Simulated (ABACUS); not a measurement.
# Sb: equation of state with r2SCAN

The system is Sb.

```
Sb
1.0
     2.15420    1.24373    3.75800
    -2.15420    1.24373    3.75800
     0.00000   -2.48746    3.75800
Sb
2
Direct
  0.76651 0.76651 0.76651
  0.23349 0.23349 0.23349
```

```
Program             : ABACUS 3.10.1
Task                : equation of state
Functional          : r2SCAN
Potentials or basis : SG15 ONCV 1.2 PBE
Cutoff              : 1279 eV
Density cutoff      : 5116 eV
Basis               : plane waves
k mesh              : 5 × 5 × 5
Occupations         : fermi-dirac, width 0.05 eV
Spin                : no spin polarisation
```

| Property | Result |
| --- | --- |
| Equilibrium volume | 30.28 Å³/atom |
| Bulk modulus at fixed shape and positions | 59 GPa |
| Pressure derivative of the bulk modulus | 4.7 (rough: it moves with the points fitted) |

Energy against volume, from the lowest point:
```csv
volume (Å³/atom),energy (meV/atom)
28.393,22.58
29.602,1.22
30.810,0.00
32.018,14.84
```

All runs of the series together: 4.7 min on 4 threads of Intel(R) Xeon(R) Platinum 8259CL CPU @ 2.50GHz (Skylake/Cascade Lake), on a shared host.

Caveat: the cell was scaled at fixed shape and fractional positions, which overstates the stiffness of a crystal with free parameters, most of all of layers and chains; the potentials were made for another functional, which shifts forces and pressure. The run has no spin-orbit coupling, so splittings on Sb are missing.
